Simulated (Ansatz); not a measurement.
# Br: computed properties

The calculation used DFT PBE, scalar-relativistic, plane waves, PAW in Ansatz.

Plane waves to 420 eV, a k mesh through Γ of 8×8×4 on the computed 4-atom cell and Gaussian smearing (0.02 eV); no spin polarisation.

The structure is relaxed at this level of theory with its symmetry kept.

```yaml
crystal:
  lattice:
    - [4.32055, -2.14027, 0.00000]
    - [4.32055, 2.14027, 0.00000]
    - [0.00000, 0.00000, 8.70044]
  atoms:
    - { symbol: Br, position: [0.85830, 0.14170, 0.11838] }
    - { symbol: Br, position: [0.64170, 0.35830, 0.61838] }
    - { symbol: Br, position: [0.14170, 0.85830, 0.88162] }
    - { symbol: Br, position: [0.35830, 0.64170, 0.38162] }
```

```json
{
 "Space group": "Cmce (No. 64)",
 "Volume per atom": "40.23 Å³",
 "Formation energy from the elements' standard states (Br, Hg as crystals; uncorrected)": "0.000 eV/atom",
 "Kohn–Sham band gap": "1.37 eV, indirect from Γ to (-0.042, 0.031, 0.000) (the valley at (0.000, 0.071, 0.000) lies within 0.03 eV, so the order isn't resolved)",
 "Löwdin character of the top 1 eV of the valence band": "Br 4p 99 %",
 "Löwdin character of the lowest 1 eV of the conduction band": "Br 4p 95 %",
 "Electron masses at the edge by Cartesian direction of the standard setting (m_e; degenerate bands sorted by energy; no spin-orbit coupling)": "x: 18; y: 2.1; z: 1.4",
 "Hole masses at the edge by Cartesian direction of the standard setting (m_e; degenerate bands sorted by energy; no spin-orbit coupling)": "x: 13; y: 1.8; z: 1.4",
 "Bader charges (e)": "Br (4 in the cell) 0.00"
}
```

Each cell of Br holds layers, and where no dispersion correction was added their binding is poorly described.